## Metal or gap in close-packed elements: seven questions

Two scales help in reading the table. In a simple metal the band that holds the outer electrons is a few electronvolts wide, and each atom contributes roughly one state per electronvolt at the Fermi level, the energy up to which states are filled. Every element here is placed in the fcc structure, although none of them takes it under ordinary conditions; the real crystals are bcc or hcp.

Elements in the fcc structure at zero pressure, computed with Ansatz 0.2.0 (HSE06, plane-wave PAW, scalar-relativistic; cutoff 420 eV, 600 eV for Tc; Gaussian smearing 0.05 eV; k meshes from 6×6×6 to 10×10×10). Gaps are Kohn–Sham gaps, with 0 for a metal. Löwdin populations count only shells occupied in the free atom.

```
element   Z  group (f elements as 3)  period  gap (eV)  states at the Fermi level (1/(eV formula unit))  volume (Å³/atom)  largest site spin moment (size) (muB)  magnetic order of the run  Loewdin d electrons on M (e)
     Na  11                        1       3      0.00                                              0.4             37.75                                   0.00            unpolarised run                          0.00
      K  19                        1       4      0.00                                              0.7             76.07                                   0.00            unpolarised run                          0.00
     Sc  21                        3       4      0.00                                              1.5             25.46                                   0.00            unpolarised run                          1.78
     Zn  30                       12       4      0.00                                              0.3             15.05                                   0.00            unpolarised run                          9.99
     Rb  37                        1       5      0.00                                              0.8             94.42                                   0.00            unpolarised run                          0.00
      Y  39                        3       5      0.00                                              1.5             33.12                                   0.00            unpolarised run                          2.11
     Tc  43                        7       5      0.00                                              0.7             14.05                                   0.00            unpolarised run                          6.04
     Cd  48                       12       5      0.00                                              0.3             22.37                                   0.00            unpolarised run                          9.99
     Cs  55                        1       6      0.00                                              1.1             123.5                                   0.00            unpolarised run                          0.00
     Ba  56                        2       6      0.10                                              0.0             67.88                                   0.00            unpolarised run                          0.00
     Gd  64                        3       6      0.00                                              1.0             35.86                                   7.78              ferromagnetic                          2.12
     Ta  73                        5       6      0.00                                              0.9             18.78                                   0.00            unpolarised run                          4.00
     Re  75                        7       6      0.00                                              0.5             14.57                                   0.00            unpolarised run                          5.93
     Os  76                        8       6      0.00                                              0.7             13.88                                   0.00            unpolarised run                          6.89
```

**1. Which rows must be metals, whatever the details of their bands?**

Those with an odd atomic number, if spin is left out. The repeating cell holds one atom, and each band takes two electrons per cell, one of each spin. An odd number of electrons can therefore never fill a whole number of bands, and a partly filled band conducts. Nine rows are of this kind, and all nine have zero gap.

The rule belongs to the cell as much as to the element. An hcp cell holds two atoms, so its electron count is always even, and counting alone no longer forbids a gap. Symmetry can still do so. Without spin, the bands of hcp meet in pairs at the edge of the allowed range of wave vectors along the hexagonal axis, so a gap needs whole pairs of bands to be filled, with four electrons in each pair. Two atoms with an odd number of electrons each leave the last pair half full. The odd elements therefore stay metals in hcp too, while for the even ones the positions of the bands decide, as they do here.

**2. Why does the number of states at the Fermi level rise from Na to Cs?**

The same single outer electron has more room. Treat it as free: electrons fill a sphere of wave vectors, and the number of states below energy $E$ grows as $E^{3/2}$. The slope of that number at the Fermi energy $E_F$ is the density of states $g$. For $N$ outer electrons in the volume $V$ per atom,

$$E_F=\frac{\hbar^2}{2m}\left(\frac{3\pi^2N}{V}\right)^{2/3},\qquad g=\frac{3N}{2E_F}.$$

For Na, $N=1$ and $V=37.75$ Å³ give a sphere of radius 0.92 Å⁻¹. With $\hbar^2/2m\approx3.8$ eV Å², $E_F$ is about 3.2 eV and $g$ about 0.5 states per eV; the table has 0.4. The formula has no adjustable constant, so Na is a test of it and not part of a fit.

At fixed $N$, $g$ grows as $V^{2/3}$, which means a factor of 2.2 from Na to Cs. The computed factor is somewhat larger, at least 2.3 even after allowing for the rounding of the table. Over the four alkali metals the model misses the rounded densities of states of the table by at most 14% of its own value. The largest miss is that of Na, and rounding alone could account for most of it.

The band widths from the same calculations show the mechanism more directly. The half-filled band narrows from 7.1 eV in Na to 2.7 eV in Cs, where free electrons on the same k points (the sampled wave vectors) give 6.6 and 2.7 eV. The same number of states is squeezed into a smaller range of energy, so more of them lie at the Fermi level. Hybrid functionals tend to make the bands of metals too wide, and the k meshes are coarse for metals, so the trend is safer than the single values.

**3. Why do Sc and Y have more states there than any alkali metal, although their atoms are smaller?**

Their outer electrons are not all free-electron-like. Three free electrons per atom would give only 0.5 to 0.6 states per eV, while the table has 1.5 for both. The populations place about two electrons in d states. These orbitals stay closer to the atom and overlap less with their neighbours, so they form narrower bands with more states per electronvolt. This is the standard explanation, and the d populations of Sc and Y agree with it. The d population alone does not set the result, however: Tc, Re and Os hold six to seven d electrons but have only 0.5 to 0.7 states per eV, in Re hardly more than free electrons would give. It also matters how wide the d bands are and where the Fermi level cuts them.

The excess over free electrons is a factor of 2.5 to 3, too large to come from rounding. The spread among Tc, Re and Os, 0.5 to 0.7, is a different matter: it is only a few units of the last digit, on meshes that are coarse for metals, and deserves no chemical explanation.

**4. Gd has an even number of electrons. What changes when spin is allowed?**

Each band now takes one electron of one spin, so the two spins must be counted separately. The whole Gd cell has a moment of 8.28 Bohr magnetons (the 7.78 in the table is the part assigned to the atom), which splits the 18 electrons outside the frozen inner shells into 13.14 of one spin and 4.86 of the other. Neither number is whole, so both spins have partly filled bands and the crystal is a metal.

If the 4f shell is half full, it supplies seven Bohr magnetons, and the remaining 1.3 belong to polarised outer electrons. The size of that remainder should be read with care: hybrid functionals often exaggerate magnetism in metals, and this state was not tested against lower ones. The zero moments of the other rows are no finding at all, because those runs excluded spin from the start.

**5. Zn, Cd and Ba each have two outer electrons. Why does only Ba show a gap?**

Two electrons per cell could fill the first band exactly. In the free-electron picture they do not, because the allowed wave vectors of that band form a polyhedron, not a sphere. Its far corners lie higher in energy than the bottom of the second band, which sits at the centre of the nearest face, the point L. Electrons leave the corners for the second band, and both bands end up partly filled.

This overlap is a difference of kinetic energies, so it shrinks as $V^{-2/3}$. On the k points of each run, free electrons give an overlap of about 4 eV for Zn and Cd but only 1.3 eV for Ba, whose atoms take up far more room. The crystal potential then shifts and reshapes the bands. In Zn the computed overlap is smaller than the free-electron one by an electronvolt or so, and the crystal stays a metal; in Ba a change of similar size is enough to leave no overlap on the mesh.

The model gives a rough scale, not the mechanism of the gap. The computed overlap is 2.7 eV in Zn and 3.7 eV in Cd, the reverse of the free-electron order. Part of that difference may come from the sampling, since the k mesh of Zn misses the corners of the polyhedron and that of Cd includes them. In Ba, moreover, the lowest empty state on the mesh lies at X, the centre of a square face of the polyhedron, and not at L, where free electrons would put it. The bands of Ba are thus rearranged and not merely pushed apart; low-lying d states are a likely reason, which the table cannot test. What carries over is more modest: an even count permits a gap, and the smaller kinetic energies at a large volume make it easier for other effects to remove the overlap.

**6. The table gives Ba zero d electrons. Are d states therefore unimportant for its gap?**

That does not follow. The populations count only shells that are occupied in the free atom, and the 5d shell of Ba is empty there. Any d character in the crystal has no column to go to. The zero is a property of the counting method.

It is tempting to argue the other way, since 0.63 of Ba's electrons are assigned to no shell and might be called d electrons. Zn and Cd rule out that shortcut: about half an electron is unassigned in each of them too, although their d shells are counted and full. The unassigned charge shows that the crystal's orbitals differ from those of the atom, but not which kind has been mixed in. Theory does suggest that mixing of 6s with 5d states helps to separate the bands of Ba, but these populations cannot test it.

**7. How far can the gap of Ba be trusted?**

As a sign that the two bands are close to touching, it is useful. As proof of a semiconductor, it is weak. The gap of 0.10 eV is only twice the smearing width, the energy range over which the occupations are blurred. It is also a small difference between bands whose energies vary by electronvolts across the k points, so a small shift of either band could close it. The zero density of states is no independent support, since it follows from the gap.

The sampling acts in one direction. A gap is the distance between the highest filled and the lowest empty state among the k points examined. For given bands, adding points can find a higher filled state or a lower empty one, so the gap can shrink but not grow. In Ba the highest filled state on the mesh lies partway between L and a corner of the polyhedron, and the true maximum may still fall between the points examined. At the mesh point where the filled and empty bands come closest, they are only 0.12 eV apart, so they may even cross nearby.

The level of theory matters as well. Semilocal functionals usually give smaller gaps than the hybrid used here, and spin–orbit coupling, which is left out, can shift or split bands that lie this close. The printed output below gives the free-electron comparison for each row. The question that remains is whether fcc Ba keeps any gap at all once the k mesh is dense and spin–orbit coupling is included.

The analysis program printed:

```
Electron count and density of states:
  row  electrons per cell  computed states per eV  free-electron states per eV  computed over free-electron  band width if odd or overlap if even (eV)
   Na                   9                     0.4                       0.4629                       0.8641                                      7.063
    K                   9                     0.7                       0.7385                       0.9478                                      3.929
   Sc                  11                     1.5                       0.5135                        2.921                                      2.829
   Zn                  12                     0.3                       0.3159                       0.9496                                      2.728
   Rb                   9                     0.8                        0.853                       0.9379                                       3.37
    Y                  11                     1.5                       0.6119                        2.452                                      3.222
   Tc                  15                     0.7                       0.4582                        1.528                                      6.439
   Cd                  20                     0.3                       0.4115                       0.7291                                      3.653
   Cs                   9                     1.1                         1.02                        1.078                                      2.665
   Ba                  10                       0                       0.8624                            0                                   -0.09849
   Gd                  18                       1                       0.6452                         1.55                                      1.954
   Ta                  13                     0.9                        0.497                        1.811                                      4.447
   Re                  15                     0.5                       0.4694                        1.065                                      7.103
   Os                  16                     0.7                       0.4752                        1.473                                      4.622
rows with an odd number of electrons: 9
density of states, Cs over Na, computed: 2.75
the same, smallest value that rounding to 0.1 allows: 2.333
the same, free electrons: 2.204
largest miss of free electrons in the alkali density of states (% of the model): 13.59
free-electron band width on the mesh, Na (eV): 6.63
free-electron band width on the mesh, K (eV): 3.694
free-electron band width on the mesh, Rb (eV): 3.199
free-electron band width on the mesh, Cs (eV): 2.674
free-electron band overlap on the mesh, Zn (eV): 4.015
free-electron band overlap on the mesh, Cd (eV): 3.759
free-electron band overlap on the mesh, Ba (eV): 1.295
gap of Ba over the smearing width of 0.05 eV: 2
electrons not assigned to any shell, Ba: 0.6322
electrons not assigned to any shell, Zn: 0.5622
electrons not assigned to any shell, Cd: 0.4931
spin-up electrons in the Gd cell: 13.14
spin-down electrons in the Gd cell: 4.86
cell moment of Gd beyond seven f electrons (muB): 1.28
cell moment less site moment of Gd (muB): 0.4999
```
